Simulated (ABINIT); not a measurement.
Nb:

```xyz
1
Lattice="-1.6640 1.6640 1.6640 1.6640 -1.6640 1.6640 1.6640 1.6640 -1.6640" Properties=species:S:1:pos:R:3 pbc="T T T"
Nb    0.0000    0.0000    0.0000
```

Base run:

```yaml
Program: ABINIT 10.8.3 (patched build)
Functional: BLYP
Potentials_or_basis: JTH PAW PBE v2.0
Cutoff: 435 eV
k_mesh: 11 × 11 × 11
Occupations: fermi-dirac, width 0.05 eV
Spin: no spin polarisation
```

Its results: band gap on the k mesh none (metal or under the smearing width); pressure 3.6 GPa.

The run is repeated on the same cell with these changes: functional from BLYP to BP86; spin from no spin polarisation to spin-orbit coupling, no magnetisation. What comes out?

Band gap on the k mesh none (metal or under the smearing width); pressure -2.4 GPa.

Several settings changed at once, so the effect can't be laid on one alone.

Caveats: the PAW data sets were made with another functional, which shifts forces and pressure a little.
